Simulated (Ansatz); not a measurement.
NaI:

```xyz
2
Lattice="0.0000 3.2364 3.2364 3.2364 0.0000 3.2364 3.2364 3.2364 0.0000" Properties=species:S:1:pos:R:3 pbc="T T T"
I     3.2364    3.2364    3.2364
Na    0.0000    0.0000    0.0000
```

Base run:

```yaml
Program: Ansatz 0.2.0
Functional: PBEsol
Potentials_or_basis: all-electron LAPW, scalar-relativistic
Cutoff: 133 eV
Density_cutoff: 532 eV
Basis_error_allowed: 0.001 eV/atom
k_mesh: 7 × 7 × 7
Occupations: fermi-dirac, width 0.05 eV
Spin: no spin polarisation
```

Its results: band gap on the k mesh 3.51 eV, direct; pressure -0.5 GPa.

**Question.** The run is repeated on the same cell with these changes: functional from PBEsol to PBE; occupations from fermi-dirac, width 0.05 eV to gaussian, width 0.1 eV. What comes out?

**Answer.** Band gap on the k mesh 3.64 eV, direct; pressure 0.4 GPa.

Caveats: spin-orbit coupling is left out, which moves the levels of the heavy elements; an odd mesh through Γ misses points on the zone boundary, where band edges often lie.

Not every run made on this cell is shown here.
